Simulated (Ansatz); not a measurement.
# Pressure against volume: Ge

```cif
data_structure
_symmetry_space_group_name_H-M 'Fm-3m'
_symmetry_Int_Tables_number 225
_cell_length_a 4.2786
_cell_length_b 4.2786
_cell_length_c 4.2786
_cell_angle_alpha 90.000
_cell_angle_beta 90.000
_cell_angle_gamma 90.000
_cell_volume 78.33
loop_
_atom_site_label
_atom_site_type_symbol
_atom_site_symmetry_multiplicity
_atom_site_Wyckoff_symbol
_atom_site_fract_x
_atom_site_fract_y
_atom_site_fract_z
_atom_site_occupancy
Ge1 Ge 4 a 0.00000 0.00000 0.00000 1
```

The runs use the primitive cell with vectors (0.000, 2.139, 2.139), (2.139, 0.000, 2.139), (2.139, 2.139, 0.000) Å, to which the k mesh refers.

The structure comes from a relaxation in the same program, started in the fcc type, and has space group Fm-3m. Whether it is a known phase or the ground state wasn't checked.

Levels of theory: DFT, PBE, all-electron LAPW, scalar-relativistic (Ansatz 0.2.0); DFT, PBE, PAW with Ansatz's default frozen-core files, scalar-relativistic (Ansatz 0.2.0).

For LAPW: a Γ-centred 16×16×16 k mesh, Fermi–Dirac smearing of 0.08 eV, basis error target 1 meV/atom, no spin polarisation. PAW takes a cutoff of 420 eV at this cell. The Ansatz runs share mesh, smearing and spin set-up. Plane-wave (PAW) pressures include the program's estimate of the Pulay term.

The cell above is scaled evenly, with fractional coordinates and shape held.

| V/V(cell) | V (Å³/atom) | P, LAPW (GPa) | P, PAW (GPa) |
| --- | --- | --- | --- |
| 0.9405 | 18.417 | 4.44 | 4.41 |
| 0.9700 | 18.995 | 2.07 | 2.03 |
| 1.0000 | 19.582 | -0.01 | -0.04 |
| 1.0300 | 20.170 | -1.79 | -1.82 |
| 1.0600 | 20.757 | -3.28 | -3.31 |

(1) What do Birch–Murnaghan fits to the pressures give?

## Answers

(1) LAPW: V0 = 19.58 Å³/atom, B0 = 64 GPa, B0′ = 4.3; PAW: V0 = 19.57 Å³/atom, B0 = 64 GPa, B0′ = 4.3.
